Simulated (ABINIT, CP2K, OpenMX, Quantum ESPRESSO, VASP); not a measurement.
# One calculation of Hf, 5 ways

```
Hf
1.0
     3.12635    0.00000    0.00000
    -1.04212    2.94755    0.00000
     0.00000    0.00000   25.21062
Hf
5
Direct
  0.50000 0.50000 0.29749
  0.00000 0.00000 0.39875
  0.50000 0.50000 0.50000
  0.00000 0.00000 0.60125
  0.50000 0.50000 0.70251
```

Alike in all runs: functional PBE; k mesh 9 × 9 × 1; occupations fermi-dirac, width 0.05 eV; no spin polarisation; no spin-orbit coupling.

```tsv
program and potentials	plane-wave cutoff (eV)	notes	largest force (eV/Å)
CP2K, POTENTIAL_UZH Hf GTH-PBE-q12; TZVP-MOLOPT-PBE-GTH basis	-	atomic basis; 12 valence electrons an atom on average	0.683
ABINIT, JTH PAW PBE v2.0	517	12 valence electrons an atom on average	0.698
VASP, PBE PAW files Hf_pv, 520 eV	520	10 valence electrons an atom on average	0.709
OpenMX, OpenMX 2013 PBE set, Hf7.0-s3p2d2f1, grid cutoff 400 Ry	-	atomic basis; 12 valence electrons an atom on average	0.730
Quantum ESPRESSO, PseudoDojo 0.4.1 SR PBE standard	789	12 valence electrons an atom on average	0.680
```

Force on atom 5 (Hf), eV/Å:

| program and potentials | x | y | z |
| --- | --- | --- | --- |
| CP2K, POTENTIAL_UZH Hf GTH-PBE-q12; TZVP-MOLOPT-PBE-GTH basis | 0.000 | 0.000 | -0.683 |
| ABINIT, JTH PAW PBE v2.0 | 0.000 | 0.000 | -0.698 |
| VASP, PBE PAW files Hf_pv, 520 eV | 0.000 | 0.000 | -0.709 |
| OpenMX, OpenMX 2013 PBE set, Hf7.0-s3p2d2f1, grid cutoff 400 Ry | 0.000 | 0.000 | -0.730 |
| Quantum ESPRESSO, PseudoDojo 0.4.1 SR PBE standard | 0.000 | 0.000 | -0.680 |

The atoms of the given cell lie far from their minimum at this level. Rows in atomic bases carry the error of their basis and grid, which can be large.

The functional is the same throughout but for its coding, so the spread measures potentials, basis and numerics; runs on potential files found faulty are left out.
